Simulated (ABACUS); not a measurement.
# Rh (Fm-3m) in ABACUS: notebook, part 2 of 2

ABACUS 3.10.1. Earlier steps stand in the parts before.

### 3 Equation of state, rPW86PBE, 12.85 Å³/atom (volume scaled by 0.94)

run_abacus.py

```python
"""ABACUS run from a structure file: ASE reads it, the script writes STRU, KPT and INPUT."""
import re
import subprocess
import spglib
from ase import Atoms
from ase.io import read
from ase.units import Bohr

atoms = read("Rh.cif")
cell, frac, numbers = spglib.standardize_cell((atoms.cell[:], atoms.get_scaled_positions(), atoms.numbers), to_primitive=True, symprec=1e-4)
atoms = Atoms(numbers=numbers, cell=cell, scaled_positions=frac, pbc=True)  # the primitive cell
atoms = atoms[(-atoms.numbers).argsort(kind="stable")]  # ABACUS lists atoms element by element
pseudo = {'Rh': 'Rh_ONCV_PBE-1.2.upf'}
orbital = {}
magmoms = None
kmesh = [10, 10, 10]
params = {
    'suffix': 'Rh',
    'calculation': 'scf',
    'basis_type': 'pw',
    'pseudo_dir': './',
    'symmetry': 1,
    'dft_functional': 'GGA_X_RPW86+GGA_C_PBE',
    'ecutwfc': 89,
    'pseudo_rcut': 10,
    'nspin': 1,
    'nbands': 13,
    'ks_solver': 'dav',
    'smearing_method': 'fd',
    'smearing_sigma': 0.00367493,
    'scf_thr': 1e-08,
    'scf_nmax': 100,
    'mixing_type': 'broyden',
    'mixing_beta': 0.7,
    'cal_force': 1,
    'cal_stress': 1,
    'kpar': 4,
}

symbols = atoms.get_chemical_symbols()
elements = list(dict.fromkeys(symbols))
lines = ["ATOMIC_SPECIES"] + [f"{e} {atoms.get_masses()[symbols.index(e)]:.4f} {pseudo[e]}" for e in elements]
if orbital:
    lines += ["", "NUMERICAL_ORBITAL"] + [orbital[e] for e in elements]
lines += ["", "LATTICE_CONSTANT", f"{1 / Bohr:.10f}", "", "LATTICE_VECTORS"]
lines += [" ".join(f"{x:.10f}" for x in v) for v in atoms.cell]
lines += ["", "ATOMIC_POSITIONS", "Direct"]
for e in elements:
    lines += ["", e, "0.0", str(symbols.count(e))]
    for i, p in enumerate(atoms.get_scaled_positions(wrap=False)):
        if symbols[i] == e:
            mag = "" if magmoms is None else " mag " + " ".join(str(x) for x in (magmoms[i] if isinstance(magmoms[i], list) else [magmoms[i]]))
            lines.append(" ".join(f"{x:.10f}" for x in p) + " 1 1 1" + mag)
open("STRU", "w").write("\n".join(lines) + "\n")
open("KPT", "w").write("K_POINTS\n0\nGamma\n%d %d %d 0 0 0\n" % tuple(kmesh))
open("INPUT", "w").write("INPUT_PARAMETERS\n" + "".join(f"{k:<20s}{v}\n" for k, v in params.items()))

done = subprocess.run(['mpirun', '-np', '4', 'abacus'])
if done.returncode:
    raise SystemExit(done.returncode)
log = open("OUT.Rh/running_scf.log").read()
print("final energy (eV):", re.findall(r"FINAL_ETOT_IS (\S+)", log))
```

Rh.cif

```cif
data_Rh
_cell_length_a 3.71821499
_cell_length_b 3.71821499
_cell_length_c 3.71821499
_cell_angle_alpha 90.00000000
_cell_angle_beta 90.00000000
_cell_angle_gamma 90.00000000
_space_group_name_H-M_alt 'Fm-3m'
_space_group_name_Hall '-F 4 2 3'
_space_group_IT_number 225
loop_
_space_group_symop_operation_xyz
'x,y,z'
'-x,-y,-z'
'-y,x,z'
'y,-x,-z'
'-x,-y,z'
'x,y,-z'
'y,-x,z'
'-y,x,-z'
'x,-y,-z'
'-x,y,z'
'-y,-x,-z'
'y,x,z'
'-x,y,-z'
'x,-y,z'
'y,x,-z'
'-y,-x,z'
'z,x,y'
'-z,-x,-y'
'z,-y,x'
'-z,y,-x'
'z,-x,-y'
'-z,x,y'
'z,y,-x'
'-z,-y,x'
'-z,x,-y'
'z,-x,y'
'-z,-y,-x'
'z,y,x'
'-z,-x,y'
'z,x,-y'
'-z,y,x'
'z,-y,-x'
'y,z,x'
'-y,-z,-x'
'x,z,-y'
'-x,-z,y'
'-y,z,-x'
'y,-z,x'
'-x,z,y'
'x,-z,-y'
'-y,-z,x'
'y,z,-x'
'-x,-z,-y'
'x,z,y'
'y,-z,-x'
'-y,z,x'
'x,-z,y'
'-x,z,-y'
'x,y+1/2,z+1/2'
'-x,-y+1/2,-z+1/2'
'-y,x+1/2,z+1/2'
[... 62 lines left out ...]
'-z+1/2,-x,-y+1/2'
'z+1/2,-y,x+1/2'
'-z+1/2,y,-x+1/2'
'z+1/2,-x,-y+1/2'
'-z+1/2,x,y+1/2'
'z+1/2,y,-x+1/2'
'-z+1/2,-y,x+1/2'
'-z+1/2,x,-y+1/2'
'z+1/2,-x,y+1/2'
'-z+1/2,-y,-x+1/2'
'z+1/2,y,x+1/2'
'-z+1/2,-x,y+1/2'
'z+1/2,x,-y+1/2'
'-z+1/2,y,x+1/2'
'z+1/2,-y,-x+1/2'
'y+1/2,z,x+1/2'
'-y+1/2,-z,-x+1/2'
'x+1/2,z,-y+1/2'
'-x+1/2,-z,y+1/2'
'-y+1/2,z,-x+1/2'
'y+1/2,-z,x+1/2'
'-x+1/2,z,y+1/2'
'x+1/2,-z,-y+1/2'
'-y+1/2,-z,x+1/2'
'y+1/2,z,-x+1/2'
'-x+1/2,-z,-y+1/2'
'x+1/2,z,y+1/2'
'y+1/2,-z,-x+1/2'
'-y+1/2,z,x+1/2'
'x+1/2,-z,y+1/2'
'-x+1/2,z,-y+1/2'
'x+1/2,y+1/2,z'
'-x+1/2,-y+1/2,-z'
'-y+1/2,x+1/2,z'
'y+1/2,-x+1/2,-z'
'-x+1/2,-y+1/2,z'
'x+1/2,y+1/2,-z'
'y+1/2,-x+1/2,z'
'-y+1/2,x+1/2,-z'
'x+1/2,-y+1/2,-z'
'-x+1/2,y+1/2,z'
'-y+1/2,-x+1/2,-z'
'y+1/2,x+1/2,z'
'-x+1/2,y+1/2,-z'
'x+1/2,-y+1/2,z'
'y+1/2,x+1/2,-z'
'-y+1/2,-x+1/2,z'
'z+1/2,x+1/2,y'
'-z+1/2,-x+1/2,-y'
'z+1/2,-y+1/2,x'
'-z+1/2,y+1/2,-x'
'z+1/2,-x+1/2,-y'
'-z+1/2,x+1/2,y'
'z+1/2,y+1/2,-x'
'-z+1/2,-y+1/2,x'
'-z+1/2,x+1/2,-y'
'z+1/2,-x+1/2,y'
'-z+1/2,-y+1/2,-x'
'z+1/2,y+1/2,x'
'-z+1/2,-x+1/2,y'
'z+1/2,x+1/2,-y'
'-z+1/2,y+1/2,x'
'z+1/2,-y+1/2,-x'
'y+1/2,z+1/2,x'
'-y+1/2,-z+1/2,-x'
'x+1/2,z+1/2,-y'
'-x+1/2,-z+1/2,y'
'-y+1/2,z+1/2,-x'
'y+1/2,-z+1/2,x'
'-x+1/2,z+1/2,y'
'x+1/2,-z+1/2,-y'
'-y+1/2,-z+1/2,x'
'y+1/2,z+1/2,-x'
'-x+1/2,-z+1/2,-y'
'x+1/2,z+1/2,y'
'y+1/2,-z+1/2,-x'
'-y+1/2,z+1/2,x'
'x+1/2,-z+1/2,y'
'-x+1/2,z+1/2,-y'
loop_
_atom_site_label
_atom_site_type_symbol
_atom_site_symmetry_multiplicity
_atom_site_Wyckoff_symbol
_atom_site_fract_x
_atom_site_fract_y
_atom_site_fract_z
_atom_site_occupancy
Rh1 Rh 4 a 0.0000000000 0.0000000000 0.0000000000 1
```

Potentials or basis: SG15 ONCV 1.2 PBE, plane waves.

The run is started by

```console
> OMP_NUM_THREADS=1 python run_abacus.py > log
```

running log:

```text
ABACUS v3.10.1

               Atomic-orbital Based Ab-initio Computation at UStc

 ------------------------------------------------------------------------------------

 READING GENERAL INFORMATION
                           global_out_dir = OUT.Rh/
                           global_in_card = INPUT
                               pseudo_dir = ./
                              orbital_dir =
                                    DSIZE = 4
                                    GSIZE = 1

 READING UNITCELL INFORMATION
                                    ntype = 1
                  lattice constant (Bohr) = 1.88973
              lattice constant (Angstrom) = 1

 READING ATOM TYPE 1
                               atom label = Rh
                      L=0, number of zeta = 1
                      L=1, number of zeta = 1
                      L=2, number of zeta = 1
             number of atom for this type = 1

                        TOTAL ATOM NUMBER = 1
DIRECT COORDINATES
    atom                   x                   y                   z     mag                  vx                  vy                  vz
taud_Rh1            0.0000000000        0.0000000000        0.0000000000  0.0000        0.0000000000        0.0000000000        0.0000000000

                          Volume (Bohr^3) = 86.7242
                             Volume (A^3) = 12.8512

 Lattice vectors: (Cartesian coordinate: in unit of a_0)
                   +0            +1.85911            +1.85911
             +1.85911                  +0            +1.85911
             +1.85911            +1.85911                  +0
 Reciprocal vectors: (Cartesian coordinate: in unit of 2 pi/a_0)
            -0.268946           +0.268946           +0.268946
            +0.268946           -0.268946           +0.268946
            +0.268946           +0.268946           -0.268946
 The esolver type has been set to : ksdft_pw

                PAO radial cut off (Bohr) = 10

 Read in pseudopotential file is Rh_ONCV_PBE-1.2.upf
                     pseudopotential type = NC
          exchange-correlation functional = PBE
                 nonlocal core correction = 0
                        valence electrons = 17
                                     lmax = 2
                           number of zeta = 0
                     number of projectors = 6
                           L of projector = 0
                           L of projector = 0
                           L of projector = 1
                           L of projector = 1
                           L of projector = 2
                           L of projector = 2
 XC functional updated to : GGA_X_RPW86+GGA_C_PBE
          exchange-correlation functional = GGA_X_RPW86+GGA_C_PBE
     initial pseudo atomic orbital number = 0

 SETUP THE ELECTRONS NUMBER
            electron number of element Rh = 17
      total electron number of element Rh = 17
            AUTOSET number of electrons:  = 17
                           occupied bands = 9
                                   NBANDS = 13
                                   NLOCAL = 9

[... 127 lines left out ...]
              fft grid for wave functions = [ 30, 30, 30 ]
                    number of plane waves = 1471
                         number of sticks = 169

 PARALLEL PW FOR WAVE FUNCTIONS
     PROC   COLUMNS(POT)             PW
        1            169           1471
 --------------- sum -------------------
        1            169           1471

 SETUP NONLOCAL PSEUDOPOTENTIALS IN PLANE WAVE BASIS
 Rh non-local projectors:
 projector 1 L=0
 projector 2 L=0
 projector 3 L=1
 projector 4 L=1
 projector 5 L=2
 projector 6 L=2
      TOTAL NUMBER OF NONLOCAL PROJECTORS = 18

 Init Non-Local PseudoPotential table :
 Init Non-Local-Pseudopotential done.

                                     npwx = 1243

 -------------------------------------------
 SELF-CONSISTENT
 -------------------------------------------
                                 init_chg = atomic

 PW ALGORITHM --------------- ION=   1  ELEC=   1--------------------------------
 Notice: Threshold on eigenvalues was too large.
 hsover_error=0.17 > DRHO=0.00766101
 Origin diag ethr = 0.01
 New diag ethr = 4.50648e-05

 Density error is 0.0050582860323
                          Error Threshold = 4.5064759196e-05
----------------------------------------------------------
     Energy           Rydberg                 eV
----------------------------------------------------------
 E_KohnSham     -217.2718995830      -2956.1358496121
 E_Harris       -217.8008681203      -2963.3328357830
 E_Fermi        1.8791500390         25.5671479279
----------------------------------------------------------
[... 51 lines left out ...]
 Density error is 9.59141530314e-10
                          Error Threshold = 2.71986326432e-10
----------------------------------------------------------
     Energy           Rydberg                 eV
----------------------------------------------------------
 E_KohnSham     -217.2730676975      -2956.1517426264
 E_KS(sigma->0) -217.2726383040      -2956.1459004272
 E_Harris       -217.2733065830      -2956.1549928293
 E_band         -2.7939837031        -38.0140984808
 E_one_elec     -38.9837359954       -530.4009388651
 E_Hartree      32.5762435467        443.2225316707
 E_xc           -22.2868345737       -303.2279405858
 E_Ewald        -188.5778818880      -2565.7337104477
 E_entropy(-TS) -0.0008587871        -0.0116843985
 E_descf        0.0000000000         0.0000000000
 E_exx          0.0000000000         0.0000000000
 E_Fermi        1.8685946067         25.4235339035
----------------------------------------------------------

 charge density convergence is achieved
 final etot is -2956.1517426 eV
 EFERMI = 25.423533903 eV

 STATE ENERGY(eV) AND OCCUPATIONS    NSPIN == 1
 1/12 kpoint (Cartesian) = 0.0000 0.0000 0.0000 (1243 pws)
       1       -53.6512     0.00200000
       2       -21.0975     0.00200000
       3       -21.0975     0.00200000
       4       -21.0975     0.00200000
       5        17.2019     0.00200000
       6        22.0153     0.00200000
       7        22.0153     0.00200000
       8        22.0153     0.00200000
       9        24.2927     0.00200000
      10        24.2927     0.00200000
      11        41.9715        0.00000
      12        47.8133        0.00000
      13        47.8133        0.00000
[... 61 lines left out ...]
 6/12 kpoint (Cartesian) = 0.13447 0.13447 0.13447 (1224 pws)
       1       -53.5011     0.00800000
       2       -22.0114     0.00800000
       3       -21.2223     0.00800000
       4       -21.2223     0.00800000
       5        18.8150     0.00800000
       6        21.9205     0.00800000
       7        21.9205     0.00800000
       8        26.0097    6.48370e-08
       9        26.0097    6.48370e-08
      10        26.3303    1.06330e-10
      11        34.8554    9.53490e-85
      12        41.4505        0.00000
      13        47.9301        0.00000

[... levels at 6 further k points ...]

------------------------------------------------------------------------------------------
 TOTAL-FORCE (eV/Angstrom)
------------------------------------------------------------------------------------------
                       Rh1         0.0000000000         0.0000000000         0.0000000000
------------------------------------------------------------------------------------------

----------------------------------------------------------------
 TOTAL-STRESS (KBAR)
----------------------------------------------------------------
       429.8027467703        -0.0000000000        -0.0000000000
        -0.0000000000       429.8027467703         0.0000000000
        -0.0000000000         0.0000000000       429.8027467703
----------------------------------------------------------------
 TOTAL-PRESSURE: 429.802747 KBAR

 --------------------------------------------
 !FINAL_ETOT_IS -2956.1517426264067581 eV
 --------------------------------------------
```

Run time: 3.7 s. Hardware: 4 MPI ranks of Intel Xeon Platinum 8488C (Sapphire Rapids), shared host; peak memory 0.36 GiB.

Results:

* Free energy: -2956.1517 eV
* Pressure: 43.0 GPa
* Band gap on the k mesh: none (metal or under the smearing width)

Caveat: the potentials were made for another functional, which shifts forces and pressure.

### 4 Equation of state, rPW86PBE, 13.40 Å³/atom (volume scaled by 0.98)

run_abacus.py is that of step 3.

Changes to Rh.cif since step 3:

```diff
@@ -1,5 +1,5 @@
 data_Rh
-_cell_length_a 3.71821499
-_cell_length_b 3.71821499
-_cell_length_c 3.71821499
+_cell_length_a 3.77022474
+_cell_length_b 3.77022474
+_cell_length_c 3.77022474
 _cell_angle_alpha 90.00000000
```

The run is started by

```console
> OMP_NUM_THREADS=1 python run_abacus.py > log
```

It took 3.9 s on 4 MPI ranks of Intel Xeon Platinum 8488C (Sapphire Rapids), shared host; peak memory 0.36 GiB.

The run converged. Its results:

```yaml
Free_energy: -2956.2699 eV
Pressure: 26.8 GPa
Band_gap_on_the_k_mesh: none (metal or under the smearing width)
```

Caveat: the potentials were made for another functional, which shifts forces and pressure.

### 5 Equation of state, rPW86PBE, 13.94 Å³/atom (volume scaled by 1.02)

run_abacus.py is that of step 4.

Changes to Rh.cif since step 4:

```diff
@@ -1,5 +1,5 @@
 data_Rh
-_cell_length_a 3.77022474
-_cell_length_b 3.77022474
-_cell_length_c 3.77022474
+_cell_length_a 3.82083782
+_cell_length_b 3.82083782
+_cell_length_c 3.82083782
 _cell_angle_alpha 90.00000000
```

The run is started by

```console
> OMP_NUM_THREADS=1 python run_abacus.py > log
```

Wall time 4.4 s (4 MPI ranks of Intel Xeon Platinum 8488C (Sapphire Rapids), shared host); peak memory 0.36 GiB.

The run converged. Its results:

```yaml
Free_energy: -2956.3386 eV
Pressure: 13.9 GPa
Band_gap_on_the_k_mesh: none (metal or under the smearing width)
```

Caveat: the potentials were made for another functional, which shifts forces and pressure.

### 6 Equation of state, rPW86PBE, 14.49 Å³/atom (volume scaled by 1.06)

run_abacus.py is that of step 5.

Changes to Rh.cif since step 5:

```diff
@@ -1,5 +1,5 @@
 data_Rh
-_cell_length_a 3.82083782
-_cell_length_b 3.82083782
-_cell_length_c 3.82083782
+_cell_length_a 3.87014439
+_cell_length_b 3.87014439
+_cell_length_c 3.87014439
 _cell_angle_alpha 90.00000000
```

Potentials or basis: SG15 ONCV 1.2 PBE, plane waves.

The run is started by

```console
> OMP_NUM_THREADS=1 python run_abacus.py > log
```

Wall time 3.8 s (4 MPI ranks of Intel Xeon Platinum 8488C (Sapphire Rapids), shared host); peak memory 0.36 GiB.

It converged, with:

- Free energy: -2956.3681 eV
- Pressure: 3.7 GPa
- Band gap on the k mesh: none (metal or under the smearing width)

Caveat: the potentials were made for another functional, which shifts forces and pressure.

### 7 Equation of state, rPW86PBE

Potentials or basis: SG15 ONCV 1.2 PBE, plane waves.

No new run: the results of the series are fitted here.

What came out:

* Equilibrium volume: 14.72 Å³/atom (rough: see the caveat)
* Bulk modulus: 223 GPa (rough)

Energy against volume, from the lowest point:
| volume (Å³/atom) | energy (meV/atom) |
| --- | --- |
| 12.851 | 216.35 |
| 13.398 | 98.19 |
| 13.945 | 29.45 |
| 14.492 | 0.00 |

Caveat: the minimum lies outside the volumes run; the potentials were made for another functional, which shifts forces and pressure.
